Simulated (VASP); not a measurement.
# Settings for Zn: density of states

Zn, P6_3/mmc (no. 194), 2 atoms in the cell. LDA; PAW potentials Zn (LDA set). VASP 6.6.1.

Wanted: density of states by 0.5 eV bins within 8 %; centre of the states within 12 eV below the valence top within 0.03 eV; states at the Fermi level within 8 %.

What the run is for: density of states; Accuracy asked: standard; k mesh of the density: 13 × 13 × 6.

POSCAR:
```
Zn
1.0
    2.6700000000      0.0000000000      0.0000000000
   -1.3350000000      2.3122878281      0.0000000000
    0.0000000000      0.0000000000      4.9660000000
Zn
2
Direct
    0.6666666667      0.3333333333      0.7500000000
    0.3333333333      0.6666666667      0.2500000000
```

The series start from Plane-wave cutoff (eV): 320; k-point mesh: 16 × 16 × 8; Energy points (NEDOS): 2001; Occupations for the DOS: ISMEAR=-5; Electronic threshold (eV): 1e-6; Precision mode (PREC): Accurate. Each series keeps the choices made before it, and each single choice may use up half of a tolerance. Times cover all steps of a run.

## Plane-wave cutoff (eV)

| Plane-wave cutoff (eV) | Density of states by 0.5 eV bins, largest deviation against the largest value | Centre of the states within 12 eV below the valence top (eV) | States at the Fermi level (states/eV/atom) | Time (s) |
|---|---|---|---|---|
| 220 | 49 % | -7.213 | 0.1877 | 19 |
| 280 | 1.7 % | -6.978 | 0.188 | 24 |
| 320 | 3.8 % | -6.968 | 0.188 | 26 |
| 360 | 2.2 % | -6.977 | 0.188 | 45 |
| 440 | 0.13 % | -6.986 | 0.188 | 51 |
| 550 (reference) | 0 % | -6.987 | 0.188 | 54 |

Chosen: 360, the loosest value from which every tighter one stays within half of the tolerance.

## k-point mesh

| k-point mesh | Density of states by 0.5 eV bins, largest deviation against the largest value | Centre of the states within 12 eV below the valence top (eV) | States at the Fermi level (states/eV/atom) | Time (s) |
|---|---|---|---|---|
| 7 × 7 × 3 | 8.4 % | -6.960 | 0.1546 | 21 |
| 8 × 8 × 4 | 64 % | -6.665 | 0.2534 | 22 |
| 10 × 10 × 5 | 11 % | -6.948 | 0.1562 | 25 |
| 13 × 13 × 6 | 10 % | -6.952 | 0.1738 | 28 |
| 16 × 16 × 8 | 6.6 % | -6.977 | 0.188 | 45 |
| 19 × 19 × 9 | 3.5 % | -6.994 | 0.1981 | 45 |
| 23 × 23 × 11 | 0.51 % | -7.020 | 0.2017 | 60 |
| 28 × 28 × 13 (reference) | 0 % | -7.029 | 0.2014 | 87 |

Chosen: 23 × 23 × 11.

## Energy points (NEDOS)

| Energy points (NEDOS) | Density of states by 0.5 eV bins, largest deviation against the largest value | Centre of the states within 12 eV below the valence top (eV) | States at the Fermi level (states/eV/atom) | Time (s) |
|---|---|---|---|---|
| 301 | 21 % | -7.103 | 0.2014 | 59 |
| 501 | 10 % | -7.054 | 0.2014 | 62 |
| 1001 | 4.6 % | -7.028 | 0.2019 | 59 |
| 2001 | 0.72 % | -7.020 | 0.2017 | 60 |
| 4001 (reference) | 0 % | -7.018 | 0.2014 | 60 |

Chosen: 2001.

## Occupations for the DOS

| Occupations for the DOS | Density of states by 0.5 eV bins, largest deviation against the largest value | Centre of the states within 12 eV below the valence top (eV) | States at the Fermi level (states/eV/atom) | Time (s) |
|---|---|---|---|---|
| ISMEAR=-5 | 0 % | -7.020 | 0.2017 | 60 |
| ISMEAR=-4 | 0 % | -7.020 | 0.2017 | 61 |
| ISMEAR=0 SIGMA=0.05 | 6.9 % | -7.059 | 0.293 | 56 |
| ISMEAR=0 SIGMA=0.1 | 8.6 % | -7.056 | 0.2614 | 56 |
| ISMEAR=-15 SIGMA=0.025 | 0.058 % | -7.020 | 0.2017 | 63 |
| ISMEAR=1 SIGMA=0.1 | 6.7 % | -7.060 | 0.2808 | 57 |

Chosen: ISMEAR=-5; no other choice that stays within half of the tolerance saves 30 % of the time.

## Electronic threshold (eV)

| Electronic threshold (eV) | Density of states by 0.5 eV bins, largest deviation against the largest value | Centre of the states within 12 eV below the valence top (eV) | States at the Fermi level (states/eV/atom) | Time (s) |
|---|---|---|---|---|
| 0.001 | 0.0058 % | -7.020 | 0.2017 | 55 |
| 0.0001 | 0.093 % | -7.020 | 0.2017 | 58 |
| 1e-5 | 0.026 % | -7.020 | 0.2017 | 60 |
| 1e-6 (reference) | 0 % | -7.020 | 0.2017 | 60 |

Chosen: 0.001.

## Precision mode (PREC)

| Precision mode (PREC) | Density of states by 0.5 eV bins, largest deviation against the largest value | Centre of the states within 12 eV below the valence top (eV) | States at the Fermi level (states/eV/atom) | Time (s) |
|---|---|---|---|---|
| Normal | 0.007 % | -7.020 | 0.2017 | 28 |
| Accurate (reference) | 0 % | -7.020 | 0.2017 | 55 |

Chosen: Normal.

## All choices together

| Input | Density of states by 0.5 eV bins, largest deviation against the largest value | Centre of the states within 12 eV below the valence top (eV) | States at the Fermi level (states/eV/atom) | Time (s) |
|---|---|---|---|---|
| defaults for smearing, thresholds and mesh (naive) | 76 % | -7.426 | 0.4069 | 13 |
| chosen settings | 3 % | -7.020 | 0.2017 | 28 |
| reference settings throughout | 0 % | -7.037 | 0.2015 | 139 |

The tolerance is met.

## The input

INCAR.step1:
```
SYSTEM = Zn
ALGO = Normal
EDIFF = 0.001
ENCUT = 360
GGA = CA
GGA_COMPAT = .FALSE.
ISMEAR = 1
LASPH = .TRUE.
LCHARG = .TRUE.
LREAL = .FALSE.
LWAVE = .FALSE.
NBANDS = 28
NELM = 120
PREC = Normal
SIGMA = 0.1
```

INCAR.step2, as INCAR.step1 but for:
```
- ISMEAR = 1
- LCHARG = .TRUE.
- SIGMA = 0.1
+ EMAX = 10.7819
+ EMIN = -11.2181
+ ICHARG = 11
+ ISMEAR = -5
+ LCHARG = .FALSE.
+ LORBIT = 11
+ NEDOS = 2001
```

KPOINTS.step1:
```
k-points
0
Gamma
  13 13 6
```

KPOINTS.step2:
```
Automatic mesh
0
Gamma
  23 23 11
  0 0 0
```

Commands (each step's output is kept before the next begins):
```
cat potpaw_LDA.64/Zn/POTCAR > POTCAR
cp INCAR.step1 INCAR
cp KPOINTS.step1 KPOINTS
mpirun -np 1 vasp_std > vasp.out
cp INCAR.step2 INCAR
cp KPOINTS.step2 KPOINTS
mpirun -np 1 vasp_std > vasp.out
```

The chosen input took VASP 6.6.1 28 s on 1 core (Intel Xeon Platinum 8488C (Sapphire Rapids)), a shared host.

## An input that fails: tetrahedra on too few k points

VASP's message: IBZKPT: tetrahedron method fails for NKPT<4. NKPT = 1.

k mesh: 16 × 16 × 8 becomes 1 × 1 × 1.

Changes against the starting input:
```
(step 2)
- NELM = 120
+ NELM = 71
```
